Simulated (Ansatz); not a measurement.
# HfN/SiC/Hf: conductance against the thickness of the layer, part 3 of 5

Wanted: T(E), the conductance and its decay constant for HfN/SiC/Hf. The lower electrode is HfN rock salt(111), the upper one Hf hcp(0001); the barrier is SiC wurtzite(0001) (whole bilayers). In the first transport cell, after relaxation, the nearest pair of electrode and barrier is Hf–C at 2.21 Å, along the normal, at the lower face and Hf–Si at 2.88 Å, along the normal, at the upper one. All share a net of side 3.09 Å, which strains the lower electrode by -3.5 %, the upper one by -3.4 % and the barrier by +0.0 %, against typed lattice constants near PBE's. The first steps treat the bulk electrodes alone.

Ansatz 0.2.0; PBE DFT, plane waves, PAW files (the session's first sound run).

So far. Step 4 (Relaxing the interfaces): The largest force component on a free atom ends at 0.026 eV/Å. At one or more of this run's solves the program warned of density in the dipole ramp over its bound, where dipole, forces and levels can be off.

## 5. The open system: T(E)

This step: PBE DFT, plane waves, PAW files; ballistic transmission by layer matching between semi-infinite leads (Ansatz 0.2.0).

System of this step: HfN/SiC/Hf. The cell holds 34 atoms: 19 Hf, 7 N, 4 C and 4 Si. Its edges and angles: a = 3.090 Å, b = 3.090 Å, c = 72.217 Å, α = 90.0°, β = 90.0°, γ = 120.0°. Regions: left electrode, 15 atoms (8 Hf and 7 N); barrier, 8 atoms (4 C and 4 Si); right electrode, 11 atoms (11 Hf). Vacuum lies along c.

The relaxed core is set between ideal electrode layers (this cell holds 8 atomic planes between the electrodes; where that differs from the relaxed slab, whole periods were copied in or cut out without a new relaxation), which the solver continues as semi-infinite leads. A wide energy window on a coarse mesh (12×12) shows where the Fermi level lies against the barrier's bands; the projected density of states shows how far the metals' states reach in.

Input file input.yaml:

```yaml
crystal:
  lattice:
    - [3.09, 0.0, 0.0]
    - [-1.545, 2.6760184977, 0.0]
    - [0.0, 0.0, 72.2172309285]
  atoms:
    - { symbol: Hf, position: [0.33333333, 0.66666667, 0.0969297758] }
    - { symbol: "N", position: [0.66666667, 0.33333333, 0.115764042] }
    - { symbol: Hf, position: [0.0, 0.0, 0.1345983082] }
    - { symbol: "N", position: [0.33333333, 0.66666667, 0.1534325744] }
    - { symbol: Hf, position: [0.66666667, 0.33333333, 0.1722668406] }
    - { symbol: "N", position: [0.0, 0.0, 0.1911011068] }
    - { symbol: Hf, position: [0.33333333, 0.66666667, 0.209935373] }
    - { symbol: "N", position: [0.66666667, 0.33333333, 0.2287696392] }
    - { symbol: Hf, position: [0.0, 0.0, 0.2476039054] }
    - { symbol: "N", position: [0.33333333, 0.66666667, 0.2664381716] }
    - { symbol: Hf, position: [0.66666667, 0.33333333, 0.2852724378] }
    - { symbol: "N", position: [0.0, 0.0, 0.304106704] }
    - { symbol: Hf, position: [0.33333333, 0.66666667, 0.3229409702] }
    - { symbol: "N", position: [0.66666667, 0.33333333, 0.3417752364] }
    - { symbol: Hf, position: [0.0, 0.0, 0.3584553747] }
    - { symbol: C, position: [0.0, 0.0, 0.3890495874] }
    - { symbol: Si, position: [0.33333333, 0.66666667, 0.3971939954] }
    - { symbol: C, position: [0.33333333, 0.66666667, 0.4239172735] }
    - { symbol: Si, position: [0.0, 0.0, 0.4324522984] }
    - { symbol: C, position: [0.0, 0.0, 0.4589940357] }
    - { symbol: Si, position: [0.33333333, 0.66666667, 0.4676241211] }
    - { symbol: C, position: [0.33333333, 0.66666667, 0.4941632459] }
    - { symbol: Si, position: [0.0, 0.0, 0.503126992] }
    - { symbol: Hf, position: [0.0, 0.0, 0.5429729535] }
    - { symbol: Hf, position: [0.33333333, 0.66666667, 0.57855041] }
    - { symbol: Hf, position: [0.0, 0.0, 0.6146081672] }
    - { symbol: Hf, position: [0.33333333, 0.66666667, 0.6506659243] }
    - { symbol: Hf, position: [0.0, 0.0, 0.6867236814] }
    - { symbol: Hf, position: [0.33333333, 0.66666667, 0.7227814386] }
    - { symbol: Hf, position: [0.0, 0.0, 0.7588391957] }
    - { symbol: Hf, position: [0.33333333, 0.66666667, 0.7948969528] }
    - { symbol: Hf, position: [0.0, 0.0, 0.83095471] }
    - { symbol: Hf, position: [0.33333333, 0.66666667, 0.8670124671] }
    - { symbol: Hf, position: [0.0, 0.0, 0.9030702242] }
kpoints:
  mp_grid: { grid: [12, 12, 1] }
scf:
  occupations: { method: fermi_dirac, width: 0.1 }
  max_iter: 150
hamiltonian:
  xc: pbe
output:
  transmission:
    kmesh: [12, 12]
    e_range: [-2, 3]
    de: 0.1
    leads: [[6, 8], [28, 30]]
  dos: { projected: true, e_range: [-6, 5], de: 0.05 }
  write_potential: true
  write_density: true
  volumetric_format: npy
  elf: true
```

Launch:

```sh
$ ansatz run input.yaml --threads 4 --pin off --max-ram 12288MiB --backend cpu --events-out ev --progress --plain --runs-dir out
```

Numbers of over 12 decimals in the logs are rounded to 6 here.

What it wrote:

```text
[...]
Crystal: 34 atoms, lattice volume = 597.157 Å³
Basis set: ecut = 420 eV, 11605 PW (Γ)
Bands: 337, of which v1, the nominal top of the filled ones, is band 281 counted from 1 (280 counted from 0)
Symmetry: 6 space group operations
[...]
k-points: 19 of 144 (time reversal used)
[...]
SCF iter   1: F=—  HF=-304961.687464 eV  |F-HF|=—  |Δ(HF+E_count)|=         —  Δρ=1.41e-2  dr2=2.37e2  ethr=1.77e-3  ⟨swp⟩=6.9  Hψ=23733  notcnv=0  defer=257
[...]
SCF iter  11: F=-304960.783575 eV  HF=-304960.783575 eV  |F-HF|=7.03e-8  |Δ(HF+E_count)|=   3.61e-8  Δρ=1.34e-6  dr2=9.66e-8  ethr=1.78e-11  ⟨swp⟩=13.1  Hψ=26502  notcnv=0
SCF 1 converged in 11 iterations: F = -304960.783575 eV  dr2 = 9.66e-8
[...]
transmission: 116 of 1159 steps passed
transmission: 234 of 1159 steps passed
[...]
transmission: 1159 of 1159 steps passed
WARN: The output density's exchange-correlation potential varies sharply where the density is thin. Do not read a vacuum level from v_tot or v_xc, or from such a field of the output density. On a cell that repeats whose density bears no net charge and no dipole along the vacuum's axis use v_es (v_loc + v_h of the components); under efield.dipole_correction with no amplitude use v_es + v_field, which holds any externa [...]
SCF converged after 11 iterations
Free energy (F): -304960.783575 eV
[...]
Internal energy: -304960.171887 eV  (E = F + TS)
E sigma→0 (E₀):  -304960.477731 eV
Entropy (-TS):   -0.611687 eV (-17.991 meV/atom)
Fermi energy:    16.078975 eV
[...]
--- Band table (eV; the first three rows and the last of 19) ---
  k-point 0: bands = [... 277 lower, 16.3510, 16.4181, 16.4326, 16.4991, 16.4991, 16.6232, 16.8155, 16.9130, ... 52 higher]
  k-point 1: bands = [... 277 lower, 16.3508, 16.3931, 16.3933, 16.4573, 16.6174, 16.6853, 16.7219, 16.7395, ... 52 higher]
  k-point 2: bands = [... 277 lower, 16.1161, 16.1740, 16.2359, 16.3362, 16.3865, 16.4688, 16.4826, 16.6163, ... 52 higher]
  k-point 18: bands = [... 277 lower, 15.9953, 16.0097, 16.0284, 16.0791, 16.0921, 16.1665, 16.1756, 16.1973, ... 52 higher]
--- Transmission ---
  basis      : 73 plane waves across, 61 finite elements along
  points     : 19, standing for a mesh of 12 x 12
  energies   : 51 from -2.000000 to 3.000000 eV about the Fermi level, 0.100000 eV apart; the leads are filled to 0.000000 eV, and channels, transmission and decay are at 0.000000 eV
  crystal 0  : Hf1N1, at the sites [6, 8], period 2.7203 Å, over 19.04 Å; its Hamiltonian steps by up to 15.6 meV
    offset         : up to 0.0000 Å between an atom of the period and one for which it stands
    channels       : 1.152778e0 a spin
    conductance    : none, the energies end too early or step too widely for 300 K: set another output.transmission.e_range or a lower de, or, where they end at an eighth of basis.ecutwfc, a higher one
    slowest decay  : 0.4054 /Å at (0.3333, 0.3333)
  crystal 1  : Hf2, at the sites [28, 30], period 5.2080 Å, over 26.04 Å; its Hamiltonian steps by up to 29.2 meV: too much for a lead, lay more layers or, if its atoms are ordered, name the step of that order
[...]
channels       : 5.416667e-1 a spin
[...]
slowest decay  : 0.0595 /Å at (0.1667, 0.0833)
  junction   : crystal 0 to crystal 1, 17.71 to 48.99 Å
    transmission   : 2.828834e-3 a spin
[...]
```

Wall time 6.2 min (4 threads of Arm Neoverse V2, shared host); peak memory 6.3 GiB.

This step gave:

| Quantity | Value |
| --- | --- |
| free energy | -304960.7836 eV |
| Fermi energy | 16.08 eV |
| level to which the leads are filled | 0 eV from the Fermi level |
| transmission at the Fermi level (a spin, zone mean) | 0.002829 |
| channels of the lower lead | 1.153 |
| channels of the upper lead | 0.5417 |
| potential step in the lower lead | 15.6 meV |
| potential step in the upper lead | 29.2 meV |

One spin. Table of transmission, zone mean by energy, zero at the Fermi level:

| energy (eV) | transmission, zone mean |
| --- | --- |
| -2.00 | 0.00471 |
| -1.80 | 0.0487 |
| -1.70 | 0.0848 |
| -1.50 | 0.0490 |
| -1.30 | 0.141 |
| -1.10 | 0.0354 |
| -1.00 | 0.0345 |
| -0.80 | 0.00974 |
| -0.70 | 0.0385 |
| -0.60 | 0.0194 |
| -0.40 | 0.00534 |
| -0.30 | 0.00399 |
| -0.10 | 0.00227 |
| 0.00 | 0.00283 |
| 0.10 | 0.00475 |
| 0.20 | 0.0139 |
| 0.40 | 0.0934 |
| 0.60 | 0.0165 |
| 0.70 | 0.0540 |
| 0.80 | 0.0196 |
| 0.90 | 0.00785 |
| 1.10 | 0.00385 |
| 1.30 | 0.00212 |
| 1.40 | 6.7e-4 |
| 1.60 | 6.0e-4 |
| 1.80 | 6.7e-4 |
| 2.00 | 0.00107 |
| 2.10 | 0.00165 |
| 2.30 | 0.00193 |
| 2.50 | 0.00718 |
| 2.70 | 0.0169 |
| 2.80 | 0.0255 |
| 3.00 | 0.0470 |

One spin. Open channels, zone mean against energy, zero at the Fermi level:

| energy (eV) | lower lead | upper lead |
| --- | --- | --- |
| -2.00 | 0.396 | 0.576 |
| -1.80 | 0.521 | 0.451 |
| -1.70 | 0.521 | 0.410 |
| -1.50 | 0.729 | 0.743 |
| -1.30 | 0.729 | 0.868 |
| -1.10 | 0.736 | 1.31 |
| -1.00 | 0.861 | 1.31 |
| -0.80 | 0.944 | 1.35 |
| -0.60 | 0.986 | 0.979 |
| -0.40 | 1.15 | 0.333 |
| -0.30 | 1.15 | 0.417 |
| -0.10 | 1.15 | 0.514 |
| 0.00 | 1.15 | 0.542 |
| 0.10 | 1.25 | 0.792 |
| 0.20 | 1.29 | 1.12 |
| 0.40 | 1.5 | 1.17 |
| 0.60 | 1.5 | 1.34 |
| 0.80 | 1.46 | 1.24 |
| 0.90 | 1.54 | 1.15 |
| 1.10 | 1.62 | 0.979 |
| 1.30 | 1.58 | 0.736 |
| 1.40 | 1.67 | 0.806 |
| 1.60 | 1.71 | 0.743 |
| 1.80 | 1.62 | 0.826 |
| 2.00 | 1.71 | 1.01 |
| 2.10 | 1.92 | 0.951 |
| 2.30 | 1.90 | 1.16 |
| 2.50 | 2.21 | 1.03 |
| 2.70 | 2.21 | 1.03 |
| 2.80 | 2.08 | 0.951 |
| 3.00 | 2.12 | 1.16 |

Transmission over k1 and k2. At 0.0000 eV from the Fermi level; zeros and values more than six decades under the largest are shown at that floor.

log10 of the mean of each cell; the least values stand at a floor. Values, 12 rows by 12 columns:
```
-7.5 -7.5 -7.5 -7.5 -7.5 -7.5 -7.5 -7.5 -3.5 -1.5 -1.5 -3.5
-7.5 -7.5 -7.5 -7.5 -7.5 -7.5 -7.5 -7.5 -7.5 -1.5 -7.5 -1.5
-2.9 -7.5 -7.5 -7.5 -7.5 -7.5 -7.5 -7.5 -7.5 -2.9 -1.5 -1.5
-7.5 -7.5 -7.5 -7.5 -3.9 -5.2 -3.9 -7.5 -7.5 -7.5 -7.5 -3.5
-7.5 -7.5 -7.5 -7.5 -5.2 -2.6 -2.6 -5.2 -7.5 -7.5 -7.5 -7.5
-7.5 -7.5 -7.5 -7.5 -3.9 -2.6 -1.8 -2.6 -3.9 -7.5 -7.5 -7.5
-7.5 -7.5 -7.5 -7.5 -7.5 -5.2 -2.6 -2.6 -5.2 -7.5 -7.5 -7.5
-7.5 -3.5 -7.5 -7.5 -7.5 -7.5 -3.9 -5.2 -3.9 -7.5 -7.5 -7.5
-2.9 -1.5 -1.5 -2.9 -7.5 -7.5 -7.5 -7.5 -7.5 -7.5 -7.5 -7.5
-7.5 -1.5 -7.5 -1.5 -7.5 -7.5 -7.5 -7.5 -7.5 -7.5 -7.5 -7.5
-7.5 -3.5 -1.5 -1.5 -3.5 -7.5 -7.5 -7.5 -7.5 -7.5 -7.5 -7.5
-7.5 -7.5 -7.5 -2.9 -7.5 -7.5 -7.5 -7.5 -7.5 -2.9 -7.5 -7.5
```
Columns: k1 (b1) from -0.5 to 0.417; rows upwards: k2 (b2) from -0.5 to 0.417.

Open channels of the lower lead over k1 and k2. At 0.0000 eV from the Fermi level.

Ten even steps from '0' (0.00) to '9' (2.00):
```
555995555555
555595555505
995555559955
599555559955
555555555555
555555555555
555555555555
555995555599
955995555559
550555559555
555555559955
555955555955
```
Columns: k1 (b1) from -0.5 to 0.417; rows upwards: k2 (b2) from -0.5 to 0.417.

Open channels of the upper lead over k1 and k2. At 0.0000 eV from the Fermi level.

Ten even steps from '_' (0.00) to '@' (2.00):
```
________________@@@@@@@@
__________________@@@@@@
@@________________@@@@@@
________++++++________@@
________++@@@@++________
________++@@@@@@++______
__________++@@@@++______
__@@________++++++______
@@@@@@@@________________
__@@@@@@________________
__@@@@@@@@______________
______@@__________@@____
```
Columns: k1 (b1) from -0.5 to 0.417; rows upwards: k2 (b2) from -0.5 to 0.417.

Projected DOS an atom over height of the atomic layer and energy from the Fermi level. Layers: Hf N Hf N Hf N Hf N Hf N Hf N Hf N Hf C Si C Si C Si C Si Hf Hf Hf Hf Hf Hf Hf Hf Hf Hf Hf; projections on atoms miss part of the total, and the computed bands can run out at the top of the range; a column is the mean of 3 neighbouring layers, the last of those left over.

Ten even steps from '_' (0.01 states/eV) to '@' (2.00 states/eV), each cell a mean:
```
::::==::--____..::::::::
==::==::--__..::::::::--
==::--::--....::::::--++
==::==::--__....------**
==::--::::____..------++
--..::..::____..======++
::..::..::____..++====--
::..::....____::++++++==
::......::____::######%%
--......::____==******@@
--........____..------%%
::__..__..____--******++
..______..::..--++++++**
::______..--..::--------
__________::::::======--
__________::::::--------
__________::::::------::
__..__..__......::::::..
..::::::..::::::........
----::--..............__
++##++##++......________
--**++**++....__________
```
Columns: height of the atomic layer (Å) from 8.36 to 65.2 (not evenly spaced); rows upwards: energy from the Fermi level (eV) from -6 to 5.

ELF in the ca plane at fractional y = 0.000, with atoms of Hf and N and C and Si within 0.2 Å of it. It is the smooth field of the valence electrons, not physical close to the nuclei.

Ten even steps from '0' (0.08) to '9' (0.89), each cell a mean:
```
00111487478411111799953863674002211499526730
12100148885100121267612788983015774367889730
55201103530110144111101467863236886313578632
76213300000331157421100123332346775200134323
66212201210221156311000235642246786201356423
34100025762000132124301678973125886335789731
01111268787211110489833876883003542488768730
00112586158522112898964850474001112599404630
```
Columns run along c (16.0 Å, from fractional 0.26 to 0.48 of the cell), rows up along a (3.1 Å). Atoms in or near the plane, at fractional coordinates: N at (0.30, 0.00), Hf at (0.36, 0.00), C at (0.39, 0.00), Si at (0.43, 0.00), C at (0.46, 0.00).

Electrostatic potential energy in the ca plane at fractional y = 0.000, with atoms of Hf and N and C and Si within 0.2 Å of it. With pseudopotentials it is smooth inside the atoms' cores, unlike the true potential.

Ten even steps from '0' (-44 eV) to '9' (18 eV), each cell a mean:
```
99840279999985333488402899984102783028999851
88887788889987434789878999997546898789999985
77899987778998878899998899999889999988999998
66789986668999999999998789999999999987899999
66789987678999888999998889999999999988899999
88899988889998656899998999998778999989999987
99863489999985333589635899996214786358999963
99830069999974343478201799983001672017999840
```
Columns run along c (16.0 Å, from fractional 0.28 to 0.50 of the cell; values clipped at the 3rd and 97th percentile), rows up along a (3.1 Å). Atoms in or near the plane, at fractional coordinates: N at (0.30, 0.00), Hf at (0.36, 0.00), C at (0.39, 0.00), Si at (0.43, 0.00), C at (0.46, 0.00), Si at (0.50, 0.00).

Valence density in the ca plane at fractional y = 0.000, with atoms of Hf and N and C and Si within 0.2 Å of it. It is the smooth field of the valence electrons, not physical close to the nuclei.

Ten steps, logarithmic in the rise over the least value, from '0' (0 e/Å³) to '9' (30 e/Å³), each cell a mean:
```
10000124543100001589842233320000100122343200
10000112321100001356521123210001111111232100
11112111111121111112100011110001111000111100
12123210001232111110000000100001111000011000
11122210001222111111000001110001111000011100
11011111221111111134310112210001111001122100
00000123442100001478631233320000110112333200
10000134553100002699852334320000000123343200
```
Columns run along c (16.0 Å, from fractional 0.26 to 0.48 of the cell), rows up along a (3.1 Å). Atoms in or near the plane, at fractional coordinates: N at (0.30, 0.00), Hf at (0.36, 0.00), C at (0.39, 0.00), Si at (0.43, 0.00), C at (0.46, 0.00).

At the Fermi level the transmission is 0.0028, as a zone mean for one spin on this coarse mesh. At the Fermi level the layers of this cell's barrier hold from 0.0076 to 0.13 states an eV and atom. In the worse lead the potential repeats within 29 meV, which the program flags as too much for a lead, so G carries that doubt.

(Continued in part 4 of 5.)

[Logs are printed without paths, hosts, clocks, repeated set-up lines and the standing remarks that a program may print on its own settings, such as how far it seeks lower states.]

[Hosts, paths, dates, database ids (printed as entryN), source tags and the programs' standing remarks are cut or masked in the printed files.]
